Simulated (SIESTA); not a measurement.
**WC (Qusongite) under changes of volume**

One of the cells (10.376 Å³/atom); the others are scaled copies at fixed shape and fractional positions:

```
CELL_PARAMETERS angstrom
2.90650 0.00000 0.00000
-1.45325 2.51710 0.00000
0.00000 0.00000 2.83660
ATOMIC_POSITIONS crystal
W 0.00000 0.00000 0.00000
C 0.66667 0.33333 0.50000
```

```yaml
Program: SIESTA 5.4.2
Functional: PBEsol
Potentials_or_basis: PseudoDojo 0.4 standard (PBEsol files)
Basis: DZP (energy shift 0.003 Ry; two zetas on semicore shells)
Grid_cutoff: 800 Ry
Energy_shift: 0.003 Ry
k_mesh: 10 × 10 × 9
Occupations: fermi-dirac, width 0.05 eV
Spin: no spin polarisation
```

| volume (Å³/atom) | energy over the lowest point (meV/atom) | pressure (GPa) |
| --- | --- | --- |
| 9.754 | ? | ? |
| 9.961 | 29.96 | 21.2 |
| 10.169 | 9.02 | 11.3 |
| 10.376 | 0.00 | 2.7 |
| 10.584 | 1.69 | -5.2 |
| 10.791 | 13.10 | -12.3 |
| 10.999 | 33.30 | -18.7 |

What does the run at 9.754 Å³/atom give?

Energy over the lowest point 64.27 meV/atom; pressure 32.0 GPa.

Worked out: A Birch-Murnaghan fit of order 3 (a polynomial in V^(-2/3)) to the other rows has its minimum at 10.44 Å³/atom with B0 = V·E''(V) = 403 GPa and B' = 4.1 at fixed shape and positions, which overstates the stiffness. It gives 63.93 meV/atom at 9.754 Å³/atom, against the run's 64.27, and -dE/dV = 31.7 GPa, against 32.0.

Energies are extrapolated to zero smearing.

Caveats: short orbitals over semicore shells can move pressures by several GPa; the basis of atomic orbitals isn't converged, which shifts pressures, moduli and gaps.
